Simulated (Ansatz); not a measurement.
Cu: energy along a strain

Cu, Fm-3m, a = 3.615 Å (as given, not relaxed at this level: 1.8 GPa). Ansatz: PBE, PAW, 420 eV, Γ-centred 22×22×22 mesh on 1 atom, Gaussian smearing 0.15 eV; no spin polarisation. Cell vectors (Å): 0.000 1.808 1.808; 1.808 0.000 1.808; 1.808 1.808 0.000. The cell is strained by x per cent times the pattern (0 0 0 0 1 0) in the order xx yy zz yz xz xy (engineering shears), with fractional coordinates held. y is the free energy over the start, V0 = 11.810 Å³/atom. Symmetry makes y even in x. Points with a strain past 8.5 % were computed too (2) and aren't used here.

```
x (%) y (meV/atom)
-5.00          8.38
 0.00          0.00
 1.25          0.53
 2.50          2.12
 3.75          4.75
 6.25         12.96
 7.50             ?
```

Task: Fit y = c2 x² + c4 x⁴ to the other rows, get the stiffness along the pattern, and predict the missing energy.

Result: Least squares on the rows shown. y = 0.34110 x² − 0.00023826 x⁴. The clamped-ion stiffness p·C·p = 2 × 3.411 eV × 160.2 / 11.810 Å³ = 93 GPa, which is C55 in these axes (C44 of the cubic crystal) (second derivative at the start, which stands under stress). At x = 7.50 the fit asked for gives 18.43 meV/atom. The run gave 18.46 meV/atom, so the fit is 0.03 meV/atom too low, a small miss on the scale of the series.